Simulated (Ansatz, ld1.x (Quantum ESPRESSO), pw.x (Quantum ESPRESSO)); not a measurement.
vanadium: one change to the PAW potential, in the atom and in the fcc crystal

- Element: vanadium
- Generator: ld1.x (Quantum ESPRESSO) 7.5
- Type: PAW
- Functional: PBE
- Relativity: scalar-relativistic
- Frozen core: [Ar]
- Valence charge: 5
- Reference configuration: 3d4 4s1 4p0
- Partial waves: 4s (bound): rcut 1.90, rcutus 2.65 bohr; 4s channel at 0.5 Ry: rcut 1.90, rcutus 2.65 bohr; 4p (bound, empty): rcut 2.30, rcutus 3.05 bohr; 4p channel at 0.55 Ry: rcut 2.30, rcutus 3.05 bohr; 3d (bound): rcut 1.35, rcutus 1.45 bohr; 3d channel at 2.15 Ry: rcut 1.35, rcutus 1.45 bohr
- Local potential: all-electron potential smoothed inside 2.85 bohr (lloc = -2)
- Core correction: none
- Augmentation charge: BESSEL, radius 1.40 bohr

Change: local potential all-electron potential smoothed inside 2.24 bohr (lloc = -2).

Cutoffs, loose and tight: the cutoffs (Ry, on a coarse ladder) from which the occupation-weighted sum of valence levels, in a spherical-Bessel basis at the reference potential, stays within 10 and 1 mRy of its value at 400 Ry. They do not see the model core or the augmentation charge, which bear on the density cutoff. Test errors are all-electron minus pseudo excitation energies from the reference, over the configurations 3d3 4s2 4p0; 3d3 4s1 4p0; 3d3 4s0 4p0; 3d2 4s0 4p0; 3d3 4s1 4p1; 3d3 4s0 4p2; 3d3 4s0 4p1; variants that change the core or the reference have their own tests.

Crystal test: fcc V in pw.x 7.5, no spin, 15³ k-points, Fermi–Dirac smearing 0.01 Ry, cutoffs set for each file from its atomic test. The reference is all-electron LAPW (Ansatz 0.2.0) with the same functional, mesh and smearing; V0 and B0 come from Birch–Murnaghan fits to the pressures at five volumes. Errors are pseudo minus all-electron; Δ is the rms difference of the E(V) curves that follow from these fits, minima aligned, over ±6 % about the mean V0. Mesh and smearing are coarse, so the numbers serve the comparison and aren't converged zero-temperature values; the lattice is a test structure that the element need not adopt.

All-electron: a0 = 3.820 Å (V0 = 13.94 Å³/atom), B0 = 173.4 GPa.

Question: Does the change bring the crystal closer to the all-electron result?

Answer: The mean pressure error goes from +4.64 to -2.48 GPa, so the change moves the solid closer to the all-electron pressures. The B0 error goes the other way, from +1.7 to +4.4 %.

| quantity | base | changed |
| --- | --- | --- |
| outcome (atom) | generated | generated |
| cutoff, loose (atom) | 50 Ry | 50 Ry |
| cutoff, tight (atom) | 80 Ry | 80 Ry |
| bound ghosts (atom) | none | none |
| largest test error (meV) (atom) | -92 over the solved tests; 1 of 7 tests not solved or not reliable | -87 over the solved tests; 1 of 7 tests not solved or not reliable |
| cutoffs in pw.x (Ry) | 100/900 | 100/900 |
| a0 (Å) | 3.852 | 3.802 |
| a0 error (%) | +0.83 | -0.48 |
| B0 error (%) | +1.7 | +4.4 |
| Δ (meV/atom) | 13.5 | 7.6 |
| mean pressure error (GPa) | +4.64 | -2.48 |

Base: The largest radius (3.05 bohr) exceeds half the bond length (2.55 bohr), so the spheres overlap, which is one possible source of error among others. This is a poor potential for the solid. Atomic configuration tests: 1 of 7 tests not solved or not reliable. Changed file: The largest radius (3.05 bohr) exceeds half the bond length (2.55 bohr), so the spheres overlap, which is one possible source of error among others. Atomic configuration tests: 1 of 7 tests not solved or not reliable. The atomic cutoffs weigh occupied waves only.
